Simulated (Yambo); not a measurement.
## MgS in Yambo: convergence with bands in sums

The system is MgS.

```
S Mg
1.0
     0.00000    2.83312    2.83312
     2.83312    0.00000    2.83312
     2.83312    2.83312    0.00000
S Mg
1 1
Direct
  0.25000 0.25000 0.25000
  0.00000 0.00000 0.00000
```

The cell comes from a database or a generator and needn't be the stable form of this composition.

| Quantity | Value |
| --- | --- |
| Program | Yambo 5.3.0 |
| Task | G0W0 quasiparticle levels |
| Functional | PBEsol |
| Potentials or basis | PseudoDojo 0.4.1 SR PBEsol standard |
| Cutoff | 1143 eV |
| Density cutoff | 4572 eV |
| k mesh | 4 × 4 × 4 |
| Occupations | fixed |
| Spin | no spin polarisation |
| k mesh of the self-consistent run | 8 × 8 × 8 |
| Random integration of the Coulomb term | yes |
| Direction of the field or of q to 0 | x + y + z |
| Broadening | 0.1 eV |
| States corrected | Γ and the k points of the band edges |
| Frequency dependence of W | plasmon pole |
| Terminator of the band sum in the self-energy | none |
| Quasiparticle equation | linearised (Newton) |
| Imaginary frequency of the plasmon-pole fit | 27.2114 eV |
| Bands in the response | 13 |
| Bands in the self-energy | 13 |
| Cutoff of the response matrix | 4 Ry |
| Cutoff of exchange and Vxc | 84 Ry |
| Bands corrected (first, last) | [7, 9] |

These are the settings of the first run; the series varies bands in sums, with any setting tied to it.

Hardware: 1 thread of Intel(R) Xeon(R) Processor @ 2.50GHz (Skylake/Cascade Lake), with other jobs on the host.

**Question.** The values tried are 13, 18, 28, 48, 88, 128, 208, loosest first. From which on does the quasiparticle gap at the points computed stay within 0.05 eV of the tightest run that finished?

**Answer.** From 18 on.

| bands in sums | quasiparticle gap at the points computed (eV) | peak memory (GiB) |
| --- | --- | --- |
| 13 | 5.350 | 0.27 |
| 18 | 5.239 | 0.27 |
| 28 | 5.247 | 0.29 |
| 48 | 5.267 | 0.33 |
| 88 | 5.281 | 0.4 |
| 128 | 5.286 | 0.47 |
| 208 | 5.283 | 0.61 |

The tightest run that finished is the yardstick and may itself not be fully converged.

Caveat, for the tightest run too: the k mesh is coarse (spacing up to 0.48 Å⁻¹), so the values aren't converged; the screening block or the number of bands is too small for a converged GW gap; this version prints the column dSc/dw multiplied by 27.2.
